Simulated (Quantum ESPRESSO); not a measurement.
# AlCo (Pm-3m) in Quantum ESPRESSO: a series of runs

Aim: see how the results for AlCo move with the level of theory and the settings. Levels: LDA, WC. Tasks: phonons.

All numbers are computed with Quantum ESPRESSO 7.5; they aren't measurements. Logs are shortened: lines on timing, memory, paths and dates and some standing lists are left out, and cuts for length are marked.

### 1 Starting point

Symmetry: Pm-3m, No. 221, cubic system. The conventional cell has a = 2.819 Å, b = 2.819 Å, c = 2.819 Å, α = 90.00°, β = 90.00°, γ = 90.00°. Co (site symmetry m-3m) is surrounded by 8 Al at 2.44 Å. Al (site symmetry m-3m) has 8 Co at 2.44 Å as nearest neighbours.

The cell is a database's computed one.

### 2 Phonons, LDA, collinear spin, ferromagnetic start

The input, pw.in:

```
&CONTROL
  calculation = 'scf'
  prefix = 'pwscf'
  outdir = './tmp'
  pseudo_dir = './pseudo'
  tprnfor = .true.
  tstress = .true.
  disk_io = 'low'
/
&SYSTEM
  ibrav = 0
  A = 2.81940321
  nat = 2
  ntyp = 2
  ecutwfc = 56
  ecutrho = 448
  nbnd = 19
  occupations = 'smearing'
  smearing = 'mv'
  degauss = 0.01469973
  nspin = 2
  starting_magnetization(1) = 0.1176
  starting_magnetization(2) = 0
/
&ELECTRONS
  conv_thr = 4d-10
  electron_maxstep = 120
  mixing_beta = 0.3
/
ATOMIC_SPECIES
Co    58.9332 co_lda_v1.2.uspp.F.UPF
Al    26.9815 al_lda_v1.uspp.F.UPF
CELL_PARAMETERS alat
   1.0000000000    0.0000000000    0.0000000000
   0.0000000000    1.0000000000    0.0000000000
   0.0000000000    0.0000000000    1.0000000000
ATOMIC_POSITIONS alat
Co     0.5000000000    0.5000000000    0.5000000000
Al     0.0000000000    0.0000000000    0.0000000000
K_POINTS automatic
6 6 6 0 0 0
```

The input, relax.in:

```
&CONTROL
  calculation = 'vc-relax'
  prefix = 'pwscf'
  outdir = './tmp'
  pseudo_dir = './pseudo'
  tprnfor = .true.
  tstress = .true.
  disk_io = 'low'
  nstep = 40
  forc_conv_thr = 0.0001
  etot_conv_thr = 1d-06
/
&SYSTEM
  ibrav = 0
  A = 2.81940321
  nat = 2
  ntyp = 2
  ecutwfc = 56
  ecutrho = 448
  nbnd = 19
  occupations = 'smearing'
  smearing = 'mv'
  degauss = 0.01469973
  nspin = 2
  starting_magnetization(1) = 0.1176
  starting_magnetization(2) = 0
/
&ELECTRONS
  conv_thr = 4d-10
  electron_maxstep = 120
  mixing_beta = 0.3
/
&IONS
  ion_dynamics = 'bfgs'
/
&CELL
  cell_dynamics = 'bfgs'
  press = 0
  press_conv_thr = 0.2
/
ATOMIC_SPECIES
Co    58.9332 co_lda_v1.2.uspp.F.UPF
Al    26.9815 al_lda_v1.uspp.F.UPF
CELL_PARAMETERS alat
   1.0000000000    0.0000000000    0.0000000000
   0.0000000000    1.0000000000    0.0000000000
   0.0000000000    0.0000000000    1.0000000000
ATOMIC_POSITIONS alat
Co     0.5000000000    0.5000000000    0.5000000000
Al     0.0000000000    0.0000000000    0.0000000000
K_POINTS automatic
6 6 6 0 0 0
```

The input, scf2.in:

```
&CONTROL
  calculation = 'scf'
  prefix = 'pwscf'
  outdir = './tmp'
  pseudo_dir = './pseudo'
  tprnfor = .true.
  tstress = .true.
  disk_io = 'low'
/
&SYSTEM
  ibrav = 0
  A = 2.79519118
  nat = 2
  ntyp = 2
  ecutwfc = 56
  ecutrho = 448
  nbnd = 19
  occupations = 'smearing'
  smearing = 'mv'
  degauss = 0.01469973
  nspin = 2
  starting_magnetization(1) = 0.1176
  starting_magnetization(2) = 0
/
&ELECTRONS
  conv_thr = 1d-13
  electron_maxstep = 120
  mixing_beta = 0.3
  startingpot = 'file'
  startingwfc = 'file'
/
ATOMIC_SPECIES
Co    58.9332 co_lda_v1.2.uspp.F.UPF
Al    26.9815 al_lda_v1.uspp.F.UPF
CELL_PARAMETERS alat
   1.0000000014    0.0000000000    0.0000000000
   0.0000000000    1.0000000014    0.0000000000
   0.0000000000    0.0000000000    1.0000000014
ATOMIC_POSITIONS alat
Co     0.5000000007    0.5000000007    0.5000000007
Al     0.0000000000    0.0000000000    0.0000000000
K_POINTS automatic
6 6 6 0 0 0
```

The input, ph.in:

```
phonons of AlCo
&INPUTPH
  prefix = 'pwscf'
  outdir = './tmp'
  tr2_ph = 1d-18
  fildyn = 'dyn'
  niter_ph = 90
  alpha_mix(1) = 0.4
/
0.0000000000 0.0000000000 0.0000000000
```

The input, dynmat.in:

```
&INPUT
  fildyn = 'dyn'
  asr = 'crystal'
  filout = 'dynmat.disp'
  fileig = 'dynmat.eig'
/
```

Potentials or basis: GBRV 1.5 LDA.

Command:

```
$ OMP_NUM_THREADS=1 pw.x -in pw.in > pw.out
$ OMP_NUM_THREADS=1 pw.x -in relax.in > relax.out
$ OMP_NUM_THREADS=1 pw.x -in scf2.in > scf2.out
$ OMP_NUM_THREADS=1 ph.x -in ph.in > ph.out
$ OMP_NUM_THREADS=1 dynmat.x -in dynmat.in > dynmat.out
```

pw.out:

```text
This program is part of the open-source Quantum ESPRESSO suite
     for quantum simulation of materials; please cite
[... 9 lines left out ...]
     --------------------
     sticks:   dense  smooth     PW     G-vecs:    dense   smooth      PW
     Sum        1005     505    169                24207     8601    1575

     Using Slab Decomposition

     bravais-lattice index     =            0
     lattice parameter (alat)  =       5.3279  a.u.
     unit-cell volume          =     151.2405 (a.u.)^3
     number of atoms/cell      =            2
     number of atomic types    =            2
     number of electrons       =        20.00
     number of Kohn-Sham states=           19
     kinetic-energy cutoff     =      56.0000  Ry
     charge density cutoff     =     448.0000  Ry
     scf convergence threshold =      4.0E-10
     mixing beta               =       0.3000
     number of iterations used =            8  plain     mixing
     Exchange-correlation= SLA  PZ   NOGX NOGC
                           (   1   1   0   0   0   0   0)

     celldm(1)=   5.327900  celldm(2)=   0.000000  celldm(3)=   0.000000
     celldm(4)=   0.000000  celldm(5)=   0.000000  celldm(6)=   0.000000

     crystal axes: (cart. coord. in units of alat)
               a(1) = (   1.000000   0.000000   0.000000 )
               a(2) = (   0.000000   1.000000   0.000000 )
               a(3) = (   0.000000   0.000000   1.000000 )

     reciprocal axes: (cart. coord. in units 2 pi/alat)
               b(1) = (  1.000000  0.000000  0.000000 )
               b(2) = (  0.000000  1.000000  0.000000 )
               b(3) = (  0.000000  0.000000  1.000000 )

     PseudoPot. # 1 for Co read from file:
     co_lda_v1.2.uspp.F.UPF
     Pseudo is Ultrasoft + core correction, Zval = 17.0
     Generated by new atomic code, or converted to UPF format
     Using radial grid of  863 points,  6 beta functions with:
                l(1) =   0
                l(2) =   0
                l(3) =   1
                l(4) =   1
                l(5) =   2
                l(6) =   2
     Q(r) pseudized with  8 coefficients,  rinner =    1.200   1.200   1.200
                                                       1.200   1.200

     PseudoPot. # 2 for Al read from file:
     al_lda_v1.uspp.F.UPF
     Pseudo is Ultrasoft + core correction, Zval =  3.0
     Generated by new atomic code, or converted to UPF format
     Using radial grid of  893 points,  3 beta functions with:
                l(1) =   0
                l(2) =   1
                l(3) =   2
     Q(r) pseudized with  8 coefficients,  rinner =    0.900   0.900   0.900
                                                       0.900   0.900

     atomic species   valence    mass     pseudopotential
     Co               17.00    58.93320     Co( 1.00)
     Al                3.00    26.98150     Al( 1.00)

     Starting magnetic structure
     atomic species   magnetization
     Co              0.118
     Al              0.000

     48 Sym. Ops., with inversion, found

   Cartesian axes

     site n.     atom                  positions (alat units)
         1        Co     tau(   1) = (   0.5000000   0.5000000   0.5000000  )
         2        Al     tau(   2) = (   0.0000000   0.0000000   0.0000000  )

     number of k points=    20  Marzari-Vanderbilt smearing, width (Ry)=  0.0147
                       cart. coord. in units 2pi/alat
        k(    1) = (   0.0000000   0.0000000   0.0000000), wk =   0.0046296
        k(    2) = (   0.0000000   0.0000000   0.1666667), wk =   0.0277778
        k(    3) = (   0.0000000   0.0000000   0.3333333), wk =   0.0277778
        k(    4) = (   0.0000000   0.0000000  -0.5000000), wk =   0.0138889
        k(    5) = (   0.0000000   0.1666667   0.1666667), wk =   0.0555556
        k(    6) = (   0.0000000   0.1666667   0.3333333), wk =   0.1111111
[... 12 lines left out ...]
        k(   19) = (   0.3333333  -0.5000000  -0.5000000), wk =   0.0277778
        k(   20) = (  -0.5000000  -0.5000000  -0.5000000), wk =   0.0046296

     Dense  grid:    24207 G-vectors     FFT dimensions: (  36,  36,  36)

     Smooth grid:     8601 G-vectors     FFT dimensions: (  25,  25,  25)

     Check: negative core charge=   -0.000014
     Generating pointlists ...
     new r_m :   0.3572 (alat units)  1.9033 (a.u.) for type    1
     new r_m :   0.3572 (alat units)  1.9033 (a.u.) for type    2

     Initial potential from superposition of free atoms

     starting charge      18.9978, renormalised to      20.0000
     Starting wfcs are   17 randomized atomic wfcs +    2 random wfcs

     Self-consistent Calculation

     iteration #  1     ecut=    56.00 Ry     beta= 0.30
     Davidson diagonalization with overlap
     ethr =  1.00E-02,  avg # of iterations =  5.5

     total energy              =    -299.62972354 Ry
     estimated scf accuracy    <      16.28582984 Ry
[... 24 lines left out ...]
     iteration #  4     ecut=    56.00 Ry     beta= 0.30
     Davidson diagonalization with overlap
     ethr =  2.46E-03,  avg # of iterations =  1.2

     negative rho (up, down):  1.449E-04 7.700E-06

     total energy              =    -305.08182876 Ry
     estimated scf accuracy    <       0.04394852 Ry

     total magnetization       =     0.35 Bohr mag/cell
     absolute magnetization    =     0.65 Bohr mag/cell
[... 171 lines left out ...]
     iteration # 22     ecut=    56.00 Ry     beta= 0.30
     Davidson diagonalization with overlap
     ethr =  1.59E-11,  avg # of iterations =  1.0

     Magnetic moment per site  (integrated on atomic sphere of radius R)
     atom   1 (R=0.357)  charge= 15.6831  magn=  0.0000
     atom   2 (R=0.357)  charge=  1.2516  magn= -0.0000

     End of self-consistent calculation

 ------ SPIN UP ------------

          k = 0.0000 0.0000 0.0000 (  1045 PWs)   bands (ev):

   -79.4000 -43.1122 -43.1122 -43.1122   3.2547  11.4618  11.4618  13.7259
    13.7259  13.7259  20.6003  20.6003  20.6003  23.5651  23.5651  29.7837
    36.3600  36.3600  36.3600
[... 105 lines left out ...]
   -79.3898 -43.1533 -43.1533 -43.1400  10.0860  10.6748  10.6748  13.3588
    14.3680  15.6637  15.6637  17.0906  18.4804  21.5536  22.1367  22.1367
    25.8187  39.4657  42.2894

          k =-0.5000-0.5000-0.5000 (  1064 PWs)   bands (ev):

   -79.3889 -43.1520 -43.1520 -43.1520  10.4690  10.4690  10.4690  14.3778
    14.3778  16.9931  16.9931  16.9931  18.7547  20.1277  20.1277  20.1277
    23.9174  42.7360  42.7360

 ------ SPIN DOWN ----------

          k = 0.0000 0.0000 0.0000 (  1045 PWs)   bands (ev):

   -79.4000 -43.1121 -43.1121 -43.1121   3.2547  11.4618  11.4618  13.7259
    13.7259  13.7259  20.6003  20.6003  20.6003  23.5651  23.5651  29.7837
    36.3600  36.3600  36.3600
[... 105 lines left out ...]
   -79.3898 -43.1533 -43.1533 -43.1400  10.0860  10.6748  10.6748  13.3588
    14.3680  15.6637  15.6637  17.0906  18.4804  21.5536  22.1367  22.1367
    25.8187  39.4657  42.2894

          k =-0.5000-0.5000-0.5000 (  1064 PWs)   bands (ev):

   -79.3889 -43.1520 -43.1520 -43.1520  10.4690  10.4690  10.4690  14.3779
    14.3779  16.9931  16.9931  16.9931  18.7547  20.1277  20.1277  20.1277
    23.9174  42.7360  42.7360

     the Fermi energy is    14.6154 ev

!    total energy              =    -305.08309422 Ry
     estimated scf accuracy    <          1.4E-11 Ry
     smearing contrib. (-TS)   =      -0.00040872 Ry
     internal energy E=F+TS    =    -305.08268550 Ry

     The total energy is F=E-TS. E is the sum of the following terms:
     one-electron contribution =    -210.64550809 Ry
     hartree contribution      =     116.31568312 Ry
     xc contribution           =     -36.70452348 Ry
     ewald contribution        =    -174.04833704 Ry

     total magnetization       =     0.00 Bohr mag/cell
     absolute magnetization    =     0.00 Bohr mag/cell

     convergence has been achieved in  22 iterations

     Forces acting on atoms (cartesian axes, Ry/au):

     atom    1 type  1   force =     0.00000000    0.00000000    0.00000000
     atom    2 type  2   force =     0.00000000    0.00000000    0.00000000

     Total force =     0.000000     Total SCF correction =     0.000000

     Computing stress (Cartesian axis) and pressure

          total   stress  (Ry/bohr**3)                   (kbar)     P=      -51.27
  -0.00034851   0.00000000   0.00000000          -51.27        0.00        0.00
   0.00000000  -0.00034851   0.00000000            0.00      -51.27        0.00
   0.00000000   0.00000000  -0.00034851            0.00        0.00      -51.27

=------------------------------------------------------------------------------=
   JOB DONE.
=------------------------------------------------------------------------------=
```

It took 3.2 min on 1 thread of Arm Neoverse V2, shared host; peak memory 0.14 GiB.

Results:

```yaml
Free_energy: -4150.8760 eV
Relaxed_volume: 10.92 Å³/atom
Relaxed_cell: a = 2.795 Å, b = 2.795 Å, c = 2.795 Å, α = 90.00°, β = 90.00°, γ = 90.00°
Space_group_after_relaxing_to_0.05_Å: Pm-3m (No. 221)
Pressure_after_relaxing: 0.0 GPa
Band_gap_on_the_k_mesh: none (metal or under the smearing width)
Net_moment: 0.00 μB per cell
Absolute_moment: 0.00 μB per cell
Valence_electrons_inside_the_program's_atomic_spheres: Co 15.68; Al 1.25
Highest_phonon_frequency_at_Γ: 348 cm⁻¹
```

Step by step:
```csv
step,energy change (eV),largest force (eV/Å),pressure (GPa),volume (Å³)
1,0.0000,0.0000,-5.13,22.41
2,-0.0093,0.0000,0.11,21.83
3,-0.0093,0.0000,-0.04,21.84
4,-0.0093,0.0000,-0.01,21.84
5,-0.0093,0.0000,-0.01,21.84
```

Final structure:
```cif
data_structure
_symmetry_space_group_name_H-M 'P 1'
_symmetry_Int_Tables_number 1
_cell_length_a 2.7952
_cell_length_b 2.7952
_cell_length_c 2.7952
_cell_angle_alpha 90.000
_cell_angle_beta 90.000
_cell_angle_gamma 90.000
_cell_volume 21.84
loop_
_atom_site_label
_atom_site_type_symbol
_atom_site_fract_x
_atom_site_fract_y
_atom_site_fract_z
_atom_site_occupancy
Co1 Co 0.50000 0.50000 0.50000 1
Al1 Al 0.00000 0.00000 0.00000 1
```

Levels at points of the mesh, in eV from the Fermi level:
Spin up:
```
              k point  band 7  band 8  band 9  band 10  band 11  band 12  band 13  band 14
   (0.00, 0.00, 0.00)   -3.29   -0.93   -0.93    -0.93     6.11     6.11     6.11     9.05
  (0.00, 0.00, -0.50)   -2.66   -1.90   -1.90    -0.81     0.17     8.50    10.83    10.83
 (0.00, -0.50, -0.50)   -2.86   -2.86   -1.67    -1.67    -0.29     2.55     3.77    13.00
(-0.50, -0.50, -0.50)   -4.29   -0.25   -0.25     2.37     2.37     2.37     4.37     5.65
```
Spin down:
```tsv
k point	band 6	band 7	band 8	band 9	band 10	band 11	band 12	band 13	band 14	band 15
(0.00, 0.00, 0.00)	-3.29	-3.29	-0.93	-0.93	-0.93	6.11	6.11	6.11	9.05	9.05
(0.00, 0.00, -0.50)	-7.02	-2.66	-1.90	-1.90	-0.81	0.17	8.50	10.83	10.83	12.03
(0.00, -0.50, -0.50)	-3.36	-2.86	-2.86	-1.67	-1.67	-0.29	2.55	3.77	13.00	16.20
(-0.50, -0.50, -0.50)	-4.29	-4.29	-0.25	-0.25	2.37	2.37	2.37	4.37	5.65	5.65
```

Phonon frequencies in cm⁻¹ (negative: imaginary):
| q point | frequencies |
| --- | --- |
| (0.000, 0.000, 0.000) | -7 -7 -7 348 348 348 |

Optical modes at Γ, degenerate ones joined:
| cm⁻¹ | components | symmetry | active in |
| --- | --- | --- | --- |
| 348 | 3 | T1u | IR |

Caveat: the k mesh is coarse (spacing up to 0.37 Å⁻¹), so the values aren't converged; the mesh is thin for the phonons of a metal; the starting moments collapsed, and a magnetic state may lie lower.

(Continued in part 2 of 2.)
